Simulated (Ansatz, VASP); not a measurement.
**TiB2: VASP beside Ansatz**

```
Ti B
1.0
     3.03189    0.00000    0.00000
    -1.51595    2.62569    0.00000
     0.00000    0.00000    3.22442
Ti B
1 2
Direct
  0.00000 0.00000 0.00000
  0.33333 0.66667 0.50000
  0.66667 0.33333 0.50000
```

Alike in both runs: functional PBE; k mesh 18 × 18 × 14; occupations gaussian, width 0.1 eV; no spin polarisation.

Ansatz relaxed the structure, and its values are those at the end. VASP's run is a single point on that final structure, the one shown.

|  | VASP | Ansatz |
| --- | --- | --- |
| version | VASP 6.6.1 | Ansatz 0.2.0 |
| potentials or method | VASP PAW PBE potentials, release 64 (Ti_sv, B) | scalar-relativistic, plane waves, PAW |
| plane-wave cutoff (eV) | 520 | 420 |
| valence electrons in the cell | 18 | 18 |

|  | VASP | Ansatz | Ansatz less VASP |
| --- | --- | --- | --- |
| gap on the k mesh at the Fermi level (eV) | none | none | - |
| pressure (GPa) | 0.2 | 0.0 | -0.16 |

A gap of «none» marks a metal or a gap that the smearing closes. Ansatz warned: «structure_snapped_to_symmetry».
